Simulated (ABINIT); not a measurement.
Crystal: Pd.

```xyz
1
Lattice="0.0000 1.9465 1.9465 1.9465 0.0000 1.9465 1.9465 1.9465 0.0000" Properties=species:S:1:pos:R:3 pbc="T T T"
Pd    0.0000    0.0000    0.0000
```

Base run:

```yaml
Program: ABINIT 10.8.3 (patched build)
Functional: BP86
Potentials_or_basis: JTH PAW PBE v2.0
Cutoff: 626 eV
k_mesh: 12 × 12 × 12
Occupations: fermi-dirac, width 0.05 eV
Spin: no spin polarisation
```

Its results: band gap on the k mesh none (metal or under the smearing width); pressure 7.7 GPa.

Task: After a change of settings the same cell gave: band gap on the k mesh none (metal or under the smearing width); pressure 11.4 GPa. Which change was it?
A. functional from BP86 to LDA; potentials or basis from JTH PAW PBE v2.0 to JTH PAW LDA v2.0
B. functional from BP86 to RPBE
C. functional from BP86 to PBE; potentials or basis from JTH PAW PBE v2.0 to PseudoDojo NC SR PBE v0.4.1 standard; cutoff from 626 eV to 1116 eV
D. functional from BP86 to LDA-VWN; potentials or basis from JTH PAW PBE v2.0 to JTH PAW LDA v2.0

Result: B.

Caveats: the PAW data sets were made with another functional, which shifts forces and pressure a little.
